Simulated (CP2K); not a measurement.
Runs of CP2K 2026.2 on MoS2. It takes space group P6_3/mmc (No. 194, hexagonal). Conventional cell: a = 3.169 Å, b = 3.169 Å, c = 12.324 Å, α = 90.00°, β = 90.00°, γ = 120.00°. Mo (site symmetry -6m2) has 6 S at 2.41 Å as nearest neighbours. S (site symmetry 3m) has 3 Mo at 2.41 Å as nearest neighbours. 

```tsv
task	level	potentials or basis	cell	k mesh	smearing	EPS_DEFAULT	k points reduced by the point group	NGRIDS	points a segment of the path (NPOINTS)	bands added on the path	gap on the mesh (eV)	pressure (GPa)	largest force (eV/Å)
band structure	r2SCAN	POTENTIAL_UZH Mo GTH-SCAN-q14, S GTH-SCAN-q6; TZVP-MOLOPT-SCAN-GTH basis	as given	10 × 10 × 3	fermi-dirac 0.01 eV	1.0E-9	yes	5	6	2	-	2.1	(a)
band structure	TB-mBJ	POTENTIAL_UZH Mo GTH-PBE-q14, S GTH-PBE-q6; TZVP-MOLOPT-PBE-GTH basis	as given	10 × 10 × 3	fermi-dirac 0.05 eV	1.0E-9	yes	5	10	2	(b)	-	-
band structure	PBEsol	POTENTIAL_UZH Mo GTH-PBE-q14, S GTH-PBE-q6; TZVP-MOLOPT-PBE-GTH basis	as given	10 × 10 × 3	fermi-dirac 0.05 eV	1.0E-9	yes	5	6	2	-	-0.8	0.04
relaxation of cell and atoms	PBEsol	POTENTIAL_UZH Mo GTH-PBE-q14, S GTH-PBE-q6; TZVP-MOLOPT-PBE-GTH basis	relaxed to 5 GPa	7 × 7 × 2	fermi-dirac 0.1 eV	1.0E-9	-	4	-	-	(c)	5.0	-
band structure	LDA	GTH_POTENTIALS Mo GTH-PADE-q14, S GTH-PADE-q6; TZVP-MOLOPT-PBE-GTH basis	as given	10 × 10 × 3	fermi-dirac 0.0259 eV	1.0E-10	yes	5	8	6	-	-4.5	0.20
```

Alike in all rows: no spin polarisation.

**Question.** Fill in the values left out.

**Answer.** (a) 0.05; (b) 1.70; (c) 0.68.

Caveats: the basis of atomic orbitals isn't converged, which shifts pressures, moduli and gaps; the potentials were made for another functional, which shifts forces and pressure (some runs); this functional lacks dispersion, which binds the layers, so the pressure and a relaxed spacing across them are unreliable (some runs); this is a model potential without an energy functional, so only levels have meaning (some runs); the mesh misses the band edges, which the band path finds closer together (some runs); the printed path begins after the first move (some runs); an odd mesh through Γ misses points on the zone boundary, where band edges often lie (some runs).

A k mesh can miss the band edges, and the runs leave out spin-orbit coupling on Mo.

Runs at the PBE level aren't shown here.
